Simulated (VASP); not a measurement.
# Settings for Nb: surface energy

Nb, slab, 6 atoms in the cell. RPBE; PAW potentials Nb_sv (PBE set). VASP 6.6.1.

Wanted: surface energy, atoms not relaxed within 0.02 J/m²; face levels within 0.04 eV.

Crystal: Nb, Im-3m; Face: (1 1 0); Starting cell: bulk cell relaxed first with the same functional.

Face levels: vacuum level at each face, counted from the Fermi level.

The series start from vacuum (Å): 12; k spacing (1/Å): 0.25; Smearing SIGMA (eV): 0.1; Cutoff ENCUT (eV): 380; SCF threshold EDIFF (eV): 1e-6; PREC: Accurate; ALGO: Normal; atomic planes: 3. Each series keeps the choices made before it, and each single choice may use up half of a tolerance. Times cover all steps of a run.

## Vacuum (Å)

| Vacuum (Å) | Surface energy, atoms not relaxed (J/m²) | Face levels, largest deviation (eV) | Time (s) |
|---|---|---|---|
| 5 | 1.784 | 0.353 | 37 |
| 7 | 1.946 | 0.070 | 41 |
| 9 | 1.959 | 0.006 | 44 |
| 12 | 1.960 | 0.017 | 51 |
| 15 | 1.960 | 0.001 | 58 |
| 20 (reference) | 1.959 | 0.000 | 64 |

Chosen: 9, the loosest value from which every tighter one stays within half of the tolerance.

## k spacing (1/Å)

| k spacing (1/Å) | Surface energy, atoms not relaxed (J/m²) | Face levels, largest deviation (eV) | Time (s) |
|---|---|---|---|
| 0.6 | 2.243 | 0.121 | 15 |
| 0.45 | 1.945 | 0.018 | 25 |
| 0.35 | 1.965 | 0.033 | 23 |
| 0.25 | 1.959 | 0.025 | 44 |
| 0.2 | 1.993 | 0.003 | 59 |
| 0.15 | 1.984 | 0.015 | 102 |
| 0.12 (reference) | 1.986 | 0.000 | 139 |

Chosen: 0.2.

## Smearing SIGMA (eV)

| Smearing SIGMA (eV) | Surface energy, atoms not relaxed (J/m²) | Face levels, largest deviation (eV) | Time (s) |
|---|---|---|---|
| 0.4 | 1.991 | 0.031 | 58 |
| 0.3 | 1.992 | 0.017 | 59 |
| 0.2 | 1.994 | 0.012 | 58 |
| 0.1 | 1.993 | 0.003 | 59 |
| 0.05 (reference) | 1.992 | 0.000 | 64 |

Chosen: 0.3.

## Cutoff ENCUT (eV)

| Cutoff ENCUT (eV) | Surface energy, atoms not relaxed (J/m²) | Face levels, largest deviation (eV) | Time (s) |
|---|---|---|---|
| 240 | 2.003 | 0.013 | 40 |
| 300 | 1.987 | 0.000 | 46 |
| 340 | 1.989 | 0.001 | 83 |
| 380 | 1.992 | 0.001 | 59 |
| 440 | 1.994 | 0.001 | 98 |
| 525 (reference) | 1.994 | 0.000 | 175 |

Chosen: 240.

## SCF threshold EDIFF (eV)

| SCF threshold EDIFF (eV) | Surface energy, atoms not relaxed (J/m²) | Face levels, largest deviation (eV) | Time (s) |
|---|---|---|---|
| 0.001 | 2.003 | 0.110 | 43 |
| 0.0001 | 2.003 | 0.002 | 46 |
| 1e-5 | 2.003 | 0.002 | 51 |
| 1e-6 | 2.003 | 0.001 | 40 |
| 1e-7 (reference) | 2.003 | 0.000 | 57 |

Chosen: 0.0001.

## PREC

| PREC | Surface energy, atoms not relaxed (J/m²) | Face levels, largest deviation (eV) | Time (s) |
|---|---|---|---|
| Accurate | 2.003 | 0.000 | 46 |
| Normal | 2.002 | 0.017 | 32 |

Chosen: Normal, the fastest of those that stay within half of the tolerance.

## ALGO

| ALGO | Surface energy, atoms not relaxed (J/m²) | Face levels, largest deviation (eV) | Time (s) |
|---|---|---|---|
| Normal | 2.002 | 0.000 | 32 |
| Fast | 2.002 | 0.056 | 44 |
| All | 2.002 | 0.002 | 43 |

Chosen: Normal; no other choice that stays within half of the tolerance saves 30 % of the time.

## Atomic planes

| Atomic planes | Surface energy, atoms not relaxed (J/m²) | Face levels, largest deviation (eV) | Time (s) |
|---|---|---|---|
| 2 | 2.086 | 0.098 | 24 |
| 3 | 2.002 | 0.027 | 32 |
| 5 | 2.002 | 0.036 | 54 |
| 6 | 2.011 | 0.011 | 87 |
| 7 | 1.998 | 0.015 | 95 |
| 9 (reference) | 2.008 | 0.000 | 268 |

Chosen: 6.

The choices weren't compared together with a run at all the tightest settings, so their joint error isn't shown.

## The input

INCAR.step1:
```
ALGO     = Normal         # electronic algorithm
EDIFF    = 1E-4           # SCF threshold, eV
ENCUT    = 240            # plane-wave cutoff, eV
GGA      = RP             # functional
ISMEAR   = 1              # smearing method
KPAR     = 4            
LASPH    = True           # aspherical terms in the spheres
LCHARG   = False          # write CHGCAR
LREAL    = False          # projectors in reciprocal space
LWAVE    = False          # write WAVECAR
NELM     = 120            # most SCF steps
PREC     = Normal         # precision mode
SIGMA    = 0.3            # smearing width, eV
```

INCAR.step2, as INCAR.step1 but for:
```
+ DIPOL = 0.5 0.5 0.5
+ IDIPOL = 3
+ LDIPOL = True
+ LVACPOTAV = True
+ LVHAR = True
```

KPOINTS.step1:
```
Automatic mesh
0
Gamma
  12 12 23
  0 0 0
```

KPOINTS.step2:
```
Automatic mesh
0
Gamma
  12 12 1
  0 0 0
```

POSCAR.step1:
```
Nb
1.0
    2.8800445708      0.0000000000      0.0000000000
   -0.9600148569      2.7153320615      0.0000000000
    0.9600148569      1.3576660307      2.3515465449
Nb
1
Direct
    0.0000000000      0.0000000000      0.0000000000
```

POSCAR.step2:
```
Nb
1.0
    2.8800445708      0.0000000000      0.0000000000
   -0.9600148569      2.7153320615      0.0000000000
    0.0000000000      0.0000000000     20.7577327249
Nb
6
Direct
    0.2500000000      0.2500000000      0.2167866818
    0.7500000000      0.7500000000      0.3300720091
    0.2499999999      0.2500000000      0.4433573364
    0.7499999999      0.7499999999      0.5566426636
    0.2499999999      0.2499999999      0.6699279909
    0.7499999999      0.7499999999      0.7832133182
```

Commands (each step's output is kept before the next begins):
```
cat potpaw_PBE.64/Nb_sv/POTCAR > POTCAR
cp INCAR.step1 INCAR
cp KPOINTS.step1 KPOINTS
cp POSCAR.step1 POSCAR
mpirun -np 4 vasp_std > vasp.out
rm WAVECAR CHG
cp INCAR.step2 INCAR
cp KPOINTS.step2 KPOINTS
cp POSCAR.step2 POSCAR
mpirun -np 4 vasp_std > vasp.out
```

Limits: The program found no field-free region, so the vacuum level is rough; the atoms keep their starting positions, so the number serves for convergence, not as the relaxed result; at EDIFF = 0.0001 other algorithms or programs end up to 1.4 times the tolerance apart, so this threshold passes by luck, and a tighter one is safer.

The chosen input took VASP 6.6.1 87 s on 4 cores (AMD EPYC 7R43 (Zen 3)), a shared host.

## An input that fails: one k point in the plane

It runs to its end, but against the unchanged starting input it is off by 2.548 J/m² in the surface energy, atoms not relaxed, 0.983 eV in the face levels.

k mesh: 10 × 10 × 1 becomes 1 × 1 × 1; k-point spacing in the plane (1/Å): 0.25 becomes 9.

Changes against the starting input:
```
(step 2)
- KPAR = 4
```
